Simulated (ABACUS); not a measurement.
Crystal: ZnSe (Stilleite).

```
Se Zn
1.0
     0.00000    2.83380    2.83380
     2.83380    0.00000    2.83380
     2.83380    2.83380    0.00000
Se Zn
1 1
Direct
  0.75000 0.75000 0.75000
  0.00000 0.00000 0.00000
```

```yaml
Program: ABACUS 3.10.1
Task: relaxation of cell and atoms
Functional: revPBE
Potentials_or_basis: Ansatz NC PBE
Cutoff: 1184 eV
Density_cutoff: 4735 eV
Basis: plane waves
k_mesh: 6 × 6 × 6
Occupations: fermi-dirac, width 0.05 eV
Spin: no spin polarisation
```

At the start: pressure 4.2 GPa; volume 22.76 Å³/atom.

Task: How do energy, volume and symmetry change on relaxing?

Result: Over 3 steps the energy falls by 19.8 meV/atom and the volume is 24.37 Å³/atom (+7.1 %); space group F-43m (No. 216, to 0.05 Å).

Step by step:
| step | energy change (eV) | largest force (eV/Å) | pressure (GPa) | volume (Å³) |
| --- | --- | --- | --- | --- |
| 1 | 0.0000 | 0.0000 | 4.16 | 45.51 |
| 2 | -0.0368 | 0.0000 | -0.94 | 49.67 |
| 3 | -0.0395 | 0.0000 | 0.02 | 48.74 |

Final structure:
```
CELL_PARAMETERS angstrom
0.00000 2.89919 2.89919
2.89919 0.00000 2.89919
2.89919 2.89919 0.00000
ATOMIC_POSITIONS crystal
Se 0.75000 0.75000 0.75000
Zn 0.00000 0.00000 0.00000
```

Caveat: the potentials were made for another functional, which shifts forces and pressure.
